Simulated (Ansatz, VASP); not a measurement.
# Al: VASP beside Ansatz

```xyz
1
Lattice="0.0000 2.0240 2.0240 2.0240 0.0000 2.0240 2.0240 2.0240 0.0000" Properties=species:S:1:pos:R:3 pbc="T T T"
Al    0.0000    0.0000    0.0000
```

Alike in both runs: task electric field gradients; functional PBE; k mesh 14 × 14 × 14; occupations fermi-dirac, width 0.05 eV; no spin polarisation.

|  | VASP | Ansatz |
| --- | --- | --- |
| version | VASP 6.6.1 | Ansatz 0.2.0 |
| potentials or method | VASP PAW PBE potentials, release 64 (Al), cutoff 520 eV | all-electron PAW with datasets made for the crystal, scalar-relativistic |

```tsv
	VASP	Ansatz	Ansatz less VASP
pressure (GPa)	-0.6	-0.6	+0.03
Vzz of the field gradient on the site that differs most (V/Å²)	0.0	0.0	0.00
```

Ansatz ran all-electron here, so the differences hold the error of VASP's frozen core and of both bases.
